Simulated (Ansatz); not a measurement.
**Iridium (dhcp) across density functionals**

All rows: Ansatz, plane waves with scalar-relativistic PAW, 420 eV (500 eV for the SCAN forms), relaxed under each functional, no dispersion correction, no zero-point motion. B₀ comes from uniform scaling at fixed shape; a dash is a value not given.

```
functional  V (Å³/atom)                                    cell  B₀ (GPa)     magnetic state  ΔE to fcc (meV/atom)
       PBE        14.53  a = 2.738 Å, c = 8.952 Å (c/a = 3.269)       346       non-magnetic                    37
    r²SCAN        14.23  a = 2.719 Å, c = 8.893 Å (c/a = 3.271)       376       non-magnetic                    44
    PBEsol        14.09  a = 2.711 Å, c = 8.856 Å (c/a = 3.267)       385  spin not included                    38
       LDA        13.88  a = 2.697 Å, c = 8.811 Å (c/a = 3.267)       404  spin not included                    39
    revPBE        14.67  a = 2.747 Å, c = 8.975 Å (c/a = 3.267)       335  spin not included                    38
      RPBE        14.72  a = 2.750 Å, c = 8.985 Å (c/a = 3.267)       330  spin not included                    37
      BLYP        15.29  a = 2.786 Å, c = 9.102 Å (c/a = 3.268)       291  spin not included                    31
```

LDA gives the smallest volume and BLYP the largest.
